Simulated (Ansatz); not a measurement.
InSe (layers cut from the bulk crystal), computed twice by G0W0.

The cell holds 4 atoms: 2 Se and 2 In. Its edges and angles: a = 4.028 Å, b = 4.028 Å, c = 34.000 Å, α = 90.0°, β = 90.0°, γ = 120.0°. It derives from InSe. Vacuum lies along c.

```xyz
4
Lattice="4.0284 0.0000 0.0000 -2.0142 3.4887 0.0000 0.0000 0.0000 34.0000" Properties=species:S:1:pos:R:3
Se    0.0000    2.3258   14.3084
In    2.0142    1.1629   15.6028
In    2.0142    1.1629   18.3972
Se    0.0000    2.3258   19.6916
```

The structure was relaxed with PBE-D3(BJ). The runs that relaxed it are not among those shown. PAW set soft_2, made with PBE.

The first (Ansatz 0.2.0; start PBE, 6×6×1 mesh, 776 empty bands, screening to 80 eV; 1 × NVIDIA H100 80GB HBM3 (shared by 6 runs) with 3 threads of AMD EPYC 7R13 (Zen 3), shared host) gave, on its mesh: starting gap 1.62 eV, G0W0 gap 2.83 eV, mean of 1 + 4πα/V (set by the cell height) 2.22, 35 s.

The second gave: starting gap 1.62 eV, G0W0 gap 2.83 eV, mean of 1 + 4πα/V (set by the cell height) 2.22, 2 min.

**Question.** What was changed in the input? Choose among start, files, mesh, bands and cutoff, frequency model or another key.

Changed: empty bands from 776 to 1426 and screening cutoff (eV) from 80.0 to 120.0. The starting gap stayed, which rules out the functional and points to the GW step. Other changes could give like numbers; this is the one that was made.

Limits: not at the basis limit; coarse mesh for a sheet; no spin-orbit coupling.

[Paths, hosts, dates, memory and timing lines, banners, echoed tables and standing remarks are left out of the program output.]

[Logs are printed without paths, hosts, clocks, repeated set-up lines and the standing remarks that a program may print on its own settings, such as how far it seeks lower states.]

[Runs of the session that timed out or met a known fault of the program may be left out.]

[Cells called generated may have been cut or substituted from an entry of the Crystallography Open Database or the Materials Project.]

[Hosts, paths, dates, database ids (printed as entryN), source tags and the programs' standing remarks are cut or masked in the printed files.]
